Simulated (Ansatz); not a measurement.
**Si in Ansatz: the effect of functional**

Crystal: Si.

```
Si
1.0
     0.00000    2.72185    2.72185
     2.72185    0.00000    2.72185
     2.72185    2.72185    0.00000
Si
2
Direct
  0.50000 0.50000 0.50000
  0.75000 0.75000 0.75000
```

Alike in all runs:

| Property | Result |
| --- | --- |
| Program | Ansatz 0.2.0 |
| Task | single point |
| Potentials or basis | all-electron PAW datasets made for the crystal |
| k mesh | 6 × 6 × 6 |
| Occupations | fermi-dirac, width 0.05 eV |
| Spin | no spin polarisation |

```csv
functional,cutoff,gap on the mesh (eV),pressure (GPa)
PBEsol,180 eV (chosen from the basis error),?,?
HSE06,200 eV (chosen from the basis error),1.30,-0.2
PBE0,200 eV (chosen from the basis error),1.95,-0.4
```

Question: What does the run with functional PBEsol give?

Answer: gap on the mesh 0.61 eV; pressure -0.5 GPa.

A k mesh can miss the band edges.
